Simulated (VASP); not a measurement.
Wanted: the native input for a VASP 6.6.1 run.

```yaml
Task: single point
Functional: PBE
Potentials_or_basis: VASP PAW PBE potentials, release 64 (Ba_sv, Zr_sv, O)
Cutoff: 520 eV
k_mesh: 6 × 6 × 6
Occupations: fermi-dirac, width 0.05 eV
Spin: no spin polarisation
Further_INCAR_settings: ALGO = Normal; EDIFF = 1e-07; NBANDS = 51
```

The structure of BaZrO3 lies in POSCAR:

```
BaZrO3
1.0
   -2.9769652050      2.9769652050      4.2139422900
    2.9769652050     -2.9769652050      4.2139422900
    2.9769652050      2.9769652050     -4.2139422900
Ba Zr O
2 2 6
Direct
    0.2500000000      0.7500000000      0.5000000000
    0.7500000000      0.2500000000      0.5000000000
    0.5000000000      0.5000000000      0.0000000000
    0.0000000000      0.0000000000      0.0000000000
    0.2606329300      0.2393670700      0.5000000000
    0.7393670700      0.7606329300      0.5000000000
    0.7606329300      0.2606329300      0.0212658600
    0.2393670700      0.7393670700      0.9787341400
    0.2500000000      0.2500000000      0.0000000000
    0.7500000000      0.7500000000      0.0000000000
```

The cell is a database's computed one.

One way to write it, as run:

INCAR

```
SYSTEM = BaZrO3
  PREC = Accurate
  ENCUT = 520
  EDIFF = 1E-7
  ISMEAR = -1
  SIGMA = 0.05
  LREAL = .False.
  LASPH = .True.
  NELM = 100
  ALGO = Normal
  ISIF = 2
  LWAVE = .False.
  LCHARG = .True.
  GGA = PE
  LELF = .True.
  LVHAR = .True.
  NBANDS = 51
```

KPOINTS

```
Automatic mesh
0
Gamma
  6 6 6
  0 0 0
```

Potentials or basis: VASP PAW PBE potentials, release 64 (Ba_sv, Zr_sv, O).

Run with:

```console
$ cat potpaw_PBE.64/Ba_sv/POTCAR potpaw_PBE.64/Zr_sv/POTCAR potpaw_PBE.64/O/POTCAR > POTCAR
$ mpirun -np 1 vasp_std > vasp.out
```

It gave:

```
Pressure               : 2.6 GPa
Band gap on the k mesh : 3.18 eV
```

Caveat: spin-orbit coupling is left out, which moves the levels of the heavy elements.

Run time: 6.1 min on 1 thread of Intel(R) Xeon(R) Platinum 8488C (Sapphire Rapids) (shared host), peak memory 0.42 GiB.
